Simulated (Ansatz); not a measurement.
Crystal: AlPt.

```
CELL_PARAMETERS angstrom
3.09155 0.00000 0.00000
0.00000 3.09155 0.00000
0.00000 0.00000 3.09155
ATOMIC_POSITIONS crystal
Pt 0.50000 0.50000 0.50000
Al 0.00000 0.00000 0.00000
```

Measurements of this composition are mostly on another form, of space group No. 198.

Base run:

```yaml
Program: Ansatz 0.2.0
Functional: PBEsol
Potentials_or_basis: all-electron LAPW, scalar-relativistic
Cutoff: 229 eV (chosen from the basis error)
Basis_error_allowed: 0.001 eV/atom
k_mesh: 9 × 9 × 9
Occupations: fermi-dirac, width 0.05 eV
Spin: no spin polarisation
```

Its results: pressure -5.7 GPa.

Problem. After a change of settings the same cell gave: pressure 10.9 GPa. Which change was it?
A. potentials or basis from all-electron LAPW, scalar-relativistic to all-electron LAPW, inner shells corrected to Dirac's equation
B. potentials or basis from all-electron LAPW, scalar-relativistic to all-electron LAPW, non-relativistic
C. potentials or basis from all-electron LAPW, scalar-relativistic to all-electron PAW datasets made for the crystal

Solution. B.

Caveats: relativity is left out, which matters for the heavier elements (some runs).

The runs don't all hold the same shells in valence.
